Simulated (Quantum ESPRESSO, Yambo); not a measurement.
Planning a run of Quantum ESPRESSO 7.5 on Te2Pt (1T monolayer). The input:

```
&control
  calculation = 'scf'
  prefix = 'x'
  outdir = 'o'
  pseudo_dir = 'pseudo'
/
&system
  ibrav = 0
  nat = 3
  ntyp = 2
  ecutwfc = 88.0
  nbnd = 38
  force_symmorphic = .true.
/
&electrons
  conv_thr = 1e-10
  electron_maxstep = 80
  mixing_beta = 0.5
/
ATOMIC_SPECIES
  Pt 195.08 Pt.upf
  Te 127.6 Te.upf
CELL_PARAMETERS angstrom
  4.0263587257 0.0000000001 0.0000000000
  -2.0131793629 3.4869289412 0.0000000000
  0.0000000000 0.0000000000 16.0000000000
ATOMIC_POSITIONS crystal
  Pt 0.0000000000 0.0000000000 0.5000000000
  Te 0.3333333333 0.6666666667 0.5870231915
  Te 0.6666666667 0.3333333333 0.4129768085
K_POINTS automatic
  9 9 1 0 0 0
```

```sh
OMP_NUM_THREADS=1 mpirun -n 8 pw.x -nk 8 -in pw.in > pw.out
```

Question: Estimate wall time and host memory on 8 MPI ranks of Arm Neoverse V2, shared host.

It took 30 s; on shared hardware allow 15 s to 59 s. Peak host memory was 1.7 GiB.

[Paths, hosts, dates, memory and timing lines, banners, echoed tables and standing remarks are left out of the program output.]

[Logs are printed without paths, hosts, clocks, repeated set-up lines and the standing remarks that a program may print on its own settings, such as how far it seeks lower states.]

[Runs of the session that timed out or met a known fault of the program may be left out.]

[Hosts, paths, dates, database ids (printed as entryN), source tags and the programs' standing remarks are cut or masked in the printed files.]
